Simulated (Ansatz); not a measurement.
Crystal: PbS.

```
CELL_PARAMETERS angstrom
2.07995 -5.99130 0.00000
2.07995 5.99130 0.00000
0.00000 0.00000 4.27932
ATOMIC_POSITIONS crystal
Pb 0.13056 0.86944 0.25000
Pb 0.86944 0.13056 0.75000
S 0.35480 0.64520 0.25000
S 0.64520 0.35480 0.75000
```

Measurements of this composition are mostly on another form, of space group No. 225.

- Program: Ansatz 0.2.0
- Task: relaxation of cell and atoms
- Functional: rPW86-PBE
- Dispersion: rVV10
- Potentials or basis: Ansatz PAW
- Cutoff: 420 eV (not typed: the program's choice for these potentials)
- k mesh: 7 × 7 × 6
- Occupations: fermi-dirac, width 0.05 eV
- Spin: no spin polarisation

At the start: volume 26.66 Å³/atom.

Problem. Where does the relaxation end?

Solution. It ends after 6 steps and the volume is 26.99 Å³/atom (+1.2 %); space group Cmcm (No. 63, to 0.05 Å).

The path:
```csv
step,energy change (eV),largest force (eV/Å),volume (Å³)
1,0.0000,0.3121,106.65
2,-0.0026,0.2988,109.03
3,-0.0251,0.0124,108.47
4,-0.0256,0.0111,107.82
5,-0.0257,0.0056,107.97
6,-0.0260,0.0056,107.97
```

Final structure:
```
Pb S
1.0
     2.09322   -5.94827    0.00000
     2.09322    5.94827    0.00000
     0.00000    0.00000    4.33563
Pb S
2 2
Direct
  0.12849 0.87151 0.25000
  0.87151 0.12849 0.75000
  0.35892 0.64108 0.25000
  0.64108 0.35892 0.75000
```

Caveat: the plane-wave basis is chosen anew once the cell has moved, so the energies of steps on either side of that aren't comparable; the PAW data sets come from PBE, with cores solved anew for the run's functional, which leaves a small shift of forces and pressure.
